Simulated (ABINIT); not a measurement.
# SrCl2 (Fm-3m) in ABINIT: notebook, part 2 of 2

ABINIT 10.8.3 (patched build). The steps go on from the part before.

## (3) Single point, LDA (cell relaxed)

run.abi reads:

```
# Pseudopotentials
pp_dirpath "./"
pseudos "Sr.upf, Cl.upf"

# Structure
acell 3*1.0 Angstrom
rprim
     0.0000000000     3.3995209900     3.3995209900
     3.3995209900     0.0000000000     3.3995209900
     3.3995209900     3.3995209900     0.0000000000
ntypat 2
znucl 38 17
natom 3
typat 1 2 2
xred
     0.0000000000     0.0000000000     0.0000000000
     0.7500000000     0.7500000000     0.7500000000
     0.2500000000     0.2500000000     0.2500000000
chkprim 0
chksymtnons 0
tolsym 1.0e-6

# Plane-wave basis
ecut 34.0

# k points
kptopt 1
ngkpt 5 5 5
nshiftk 1
shiftk 0.0 0.0 0.0

# Exchange and correlation
ixc 7

# Bands and occupations
nband 16
occopt 3
tsmear 0.05 eV

# SCF cycle
nstep 100
tolvrs 1.0e-10

# Output
iomode 3
prtwf 0
prteig 0
prtebands 0
enunit 1
prtden 1
prtvha 1
prtvclmb 1
prtpot 1
prtelf 1
```

Potentials or basis: PseudoDojo NC SR LDA v0.4.1 standard.

Run with:

```console
$ mpirun --bind-to none -np 4 abinit run.abi > log 2>&1
```

run.abo:

```text
.Version 10.8.3 of ABINIT
 Symmetries : space group Fm -3 m (#225); Bravais cF (face-center cubic)
================================================================================
 Values of the parameters that define the memory need of the present run
     intxc =       0    ionmov =       0      iscf =       7    lmnmax =       6
     lnmax =       6     mgfft =      48  mpssoang =       3    mqgrid =    3001
     natom =       3  nloc_mem =       1    nspden =       1   nspinor =       1
    nsppol =       1      nsym =      48    n1xccc =    2501    ntypat =       2
    occopt =       3   xclevel =       1
       mpw =        5031          nfft =      110592          nkpt =          10
================================================================================
================================================================================

--------------------------------------------------------------------------------
------------- Echo of variables that govern the present computation ------------
--------------------------------------------------------------------------------
 -outvars: echo values of preprocessed input variables --------
            acell      1.8897261259E+00  1.8897261259E+00  1.8897261259E+00 Bohr
              amu      8.76200000E+01  3.54527000E+01
          chkprim           0
      chksymtnons           0
             ecut      3.40000000E+01 Hartree
           enunit           1
              ixc           7
         kptrlatt        5    0    0      0    5    0      0    0    5
          kptrlen      4.54256967E+01
            natom           3
[... 196 lines left out ...]
psp_core            :  1.35743772832333E+00
local_psp           : -4.42963484175867E+01
non_local_psp       :  9.71950498195009E+00
internal            : -6.73511682483965E+01
'-kT*entropy'       :  1.87941908212343E-15
total_energy        : -6.73511682483965E+01
total_energy_eV     : -1.83271865332517E+03
band_energy         : -6.27435361590547E+00
...

 Cartesian components of stress tensor (hartree/bohr^3)
  sigma(1 1)=  2.22244062E-07  sigma(3 2)=  0.00000000E+00
  sigma(2 2)=  2.22244062E-07  sigma(3 1)=  0.00000000E+00
  sigma(3 3)=  2.22244062E-07  sigma(2 1)=  0.00000000E+00

-Cartesian components of stress tensor (GPa)         [Pressure= -6.5386E-03 GPa]
- sigma(1 1)=  6.53864604E-03  sigma(3 2)=  0.00000000E+00
- sigma(2 2)=  6.53864604E-03  sigma(3 1)=  0.00000000E+00
- sigma(3 3)=  6.53864604E-03  sigma(2 1)=  0.00000000E+00

== END DATASET(S) ==============================================================
================================================================================

 -outvars: echo values of variables after computation  --------
            acell      1.8897261259E+00  1.8897261259E+00  1.8897261259E+00 Bohr
           etotal     -6.7351168248E+01
            fcart     -4.0931964097E-32  4.0931964097E-32 -4.0931964097E-32
                      -4.0931964097E-32  4.0931964097E-32 -4.0931964097E-32
                       8.1863928195E-32 -8.1863928195E-32  8.1863928195E-32
            rprim      0.0000000000E+00  3.3995209900E+00  3.3995209900E+00
                       3.3995209900E+00  0.0000000000E+00  3.3995209900E+00
                       3.3995209900E+00  3.3995209900E+00  0.0000000000E+00
           strten      2.2224406157E-07  2.2224406157E-07  2.2224406158E-07
                       0.0000000000E+00  0.0000000000E+00  0.0000000000E+00
           xangst      0.0000000000E+00  0.0000000000E+00  0.0000000000E+00
                       5.0992814850E+00  5.0992814850E+00  5.0992814850E+00
                       1.6997604950E+00  1.6997604950E+00  1.6997604950E+00
             xred      0.0000000000E+00  0.0000000000E+00  0.0000000000E+00
                       7.5000000000E-01  7.5000000000E-01  7.5000000000E-01
                       2.5000000000E-01  2.5000000000E-01  2.5000000000E-01
 Calculation completed.
```

Run time: 5 s. Hardware: 4 MPI ranks of AMD EPYC 9R45 (Zen 5), shared host; peak memory 0.32 GiB.

Results:

```
Free energy                                           : -1832.7187 eV
Pressure                                              : 0.0 GPa
Band gap on the k mesh                                : 5.26 eV, indirect (least direct gap 5.55 eV)
Valence electrons inside the program's atomic spheres : Sr 6.71; Cl 5.08
```

Caveat: an odd mesh through Γ misses points on the zone boundary, where band edges often lie.

## (4) Single point, PBE

run.abi reads:

```
# Pseudopotentials
pp_dirpath "./"
pseudos "Sr.upf, Cl.upf"

# Structure
acell 4.9332718803 4.9332718803 4.9332718803 Angstrom
rprim
     0.0000000000     0.7071067812     0.7071067812
     0.7071067812     0.0000000000     0.7071067812
     0.7071067812     0.7071067812     0.0000000000
ntypat 2
znucl 38 17
natom 3
typat 1 2 2
xred
     0.0000000000     0.0000000000     0.0000000000
     0.7500000000     0.7500000000     0.7500000000
     0.2500000000     0.2500000000     0.2500000000

# Plane-wave basis
ecut 26.0

# k points
kptopt 1
ngkpt 5 5 5
nshiftk 1
shiftk 0.0 0.0 0.0

# Exchange and correlation
ixc 11

# Bands and occupations
nband 16
occopt 3
tsmear 0.05 eV

# SCF cycle
nstep 100
tolvrs 1.0e-10

# Output
iomode 3
prtwf 0
prtden 0
prteig 0
prtebands 0
enunit 2
```

Potentials or basis: PseudoDojo NC SR PBE v0.4.1 standard.

Run with:

```console
$ mpirun --bind-to none -np 4 abinit run.abi > log 2>&1
```

Wall time 8.9 s (4 MPI ranks of Arm Neoverse V1, shared host); peak memory 0.32 GiB.

The run converged. Its results:

* Free energy: -1831.4857 eV
* Band gap on the k mesh: 5.41 eV, indirect (least direct gap 5.68 eV)
* Valence electrons inside the program's atomic spheres: Sr 6.76; Cl 5.08

Levels at points of the mesh, in eV from the valence-band top:
```csv
k point,band 8,band 9,band 10,band 11,band 12,band 13,band 14,band 15,band 16
"(0.00, 0.00, 0.00)",-2.05,-2.05,-0.26,-0.26,-0.26,5.41,6.18,6.18,9.04
```

Caveat: the cutoff is too short for stress, so the log's stress isn't used; an odd mesh through Γ misses points on the zone boundary, where band edges often lie.

## (5) The runs side by side

```csv
task,level,potentials or basis,cell,cutoff (eV),cell freedom (optcell),optimiser (ionmov),cutoff smearing ecutsm (Ha),force stop (Ha/bohr),gap on the mesh (eV),pressure (GPa)
relaxation of cell and atoms,LDA,PseudoDojo NC SR LDA v0.4.1 standard,relaxed,925,2,2,0.5,2e-05,5.26,0.0
single point,LDA,PseudoDojo NC SR LDA v0.4.1 standard,cell relaxed,925,-,-,-,-,5.26,0.0
single point,PBE,PseudoDojo NC SR PBE v0.4.1 standard,as given,707,-,-,-,-,5.41,-
```

Alike in all rows: no spin polarisation; k mesh 5 × 5 × 5; smearing fermi-dirac 0.05 eV.

Caveats: an odd mesh through Γ misses points on the zone boundary, where band edges often lie.

Absolute energies hang on the potentials; compare differences alone.
